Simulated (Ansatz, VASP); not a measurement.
One calculation of BN, two programs

```
N B
1.0
     0.00000    1.78850    1.78850
     1.78850    0.00000    1.78850
     1.78850    1.78850    0.00000
N B
1 1
Direct
  0.25000 0.25000 0.25000
  0.00000 0.00000 0.00000
```

Change from the starting cell: volume scaled by 0.96.

Alike in both runs: task single point; functional PBE; k mesh 13 × 13 × 13; occupations fermi-dirac, width 0.05 eV; no spin polarisation.

|  | VASP | Ansatz |
| --- | --- | --- |
| version | VASP 6.6.1 | Ansatz 0.2.0 |
| potentials or method | VASP PAW PBE potentials, release 64 (N, B), cutoff 520 eV | all-electron LAPW, scalar-relativistic |

```csv
,VASP,Ansatz,Ansatz less VASP
gap on the k mesh at the Fermi level (eV),4.57,4.58,+0.009
least direct gap on the mesh (eV),8.97,8.98,+0.008
pressure (GPa),16.2,15.9,-0.35
```

Ansatz ran all-electron here, so the differences hold the error of VASP's frozen core and of both bases.

Caveats: an odd mesh through Γ misses points on the zone boundary, where band edges often lie; so large a pressure means that the cell lies far from this level's equilibrium, or that cutoff or potentials fall short (VASP).
